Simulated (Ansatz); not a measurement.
Given:

Relaxed CaF$_{2}$ (fluorite):

```yaml
crystal:
  lattice:
    - [0.00000, 5.51096, 5.51096]
    - [2.75548, 0.00000, 2.75548]
    - [2.75548, 2.75548, 0.00000]
  atoms:
    - { symbol: Ca, position: [0.00000, 0.00000, 0.00000] }
    - { symbol: Ca, position: [0.50000, 0.00000, 0.00000] }
    - { symbol: F, position: [0.12500, 0.25000, 0.25000] }
    - { symbol: F, position: [0.62500, 0.25000, 0.25000] }
    - { symbol: F, position: [0.37500, 0.75000, 0.75000] }
    - { symbol: F, position: [0.87500, 0.75000, 0.75000] }
```

The atoms are displaced by Q × the pattern below (from a DFPT mode at L = (0.5, 0.0, 0.0), largest move 1; Q in Å), at fixed cell. It is one choice among 2 degenerate patterns. (q is in reciprocal vectors of the primitive cell; the cell shown is doubled to hold the pattern.)

```tsv
atom	x	y	z
Ca1	0.285	-0.520	0.805
Ca2	-0.285	0.520	-0.805
F3	0.139	-0.253	0.391
F4	-0.139	0.253	-0.391
F5	-0.139	0.253	-0.391
F6	0.139	-0.253	0.391
```

These are PBE (plane waves to 420 eV, PAW, scalar-relativistic; Ansatz, a first-principles code) values and carry that method's errors. k mesh 5×10×10 (Γ-centred), Fermi-Dirac smearing 0.05 eV. Energies are smeared free energies. CaF2 was relaxed with its symmetry unable to fall. The zero of ΔE is the undisplaced structure.

The scan covers Q from -0.280 to 0.280 Å in 13 points.

**Question.** Is this a single well or a double well?

**Answer.** A single well with its minimum at or next to zero displacement.

**Question.** Which space group does the distorted structure have?

**Answer.** P-1 (No. 2), lowered from Fm-3m.

**Question.** What is the energy change at Q = 0.280 Å?

**Answer.** 268.0 meV/cell.

**Question.** What harmonic wavenumber does the curvature at Q = 0 give?

**Answer.** 137 cm⁻¹.

(A displaced cell: forces are minus the slopes of the energy, force constants its curvatures, and phonons follow from these.)
